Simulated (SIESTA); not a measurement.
**SnTe in SIESTA: the effect of basis**

Crystal: SnTe.

```
Te Sn
1.0
     0.00000    3.15085    3.15085
     3.15085    0.00000    3.15085
     3.15085    3.15085    0.00000
Te Sn
1 1
Direct
  0.50000 0.50000 0.50000
  0.00000 0.00000 0.00000
```

Alike in all runs:

| Item | Value |
| --- | --- |
| Program | SIESTA 5.4.2 |
| Task | single point |
| Functional | PBE |
| Potentials or basis | PseudoDojo 0.4 standard (PBE files) |
| Grid cutoff | 500 Ry |
| Energy shift | 0.003 Ry |
| k mesh | 7 × 7 × 7 |
| Occupations | fermi-dirac, width 0.05 eV |
| Spin | no spin polarisation |

```tsv
basis	pressure (GPa)
SZ	7.6
SZP	?
DZ	3.3
DZP	2.9
DZDP	2.8
TZP	2.9
TZDP	2.7
```

Q: What does the run with basis SZP give?

A: Pressure 4.1 GPa.

Caveats: the basis of atomic orbitals isn't converged, which shifts pressures, moduli and gaps; the basis has no polarisation orbitals (some runs).
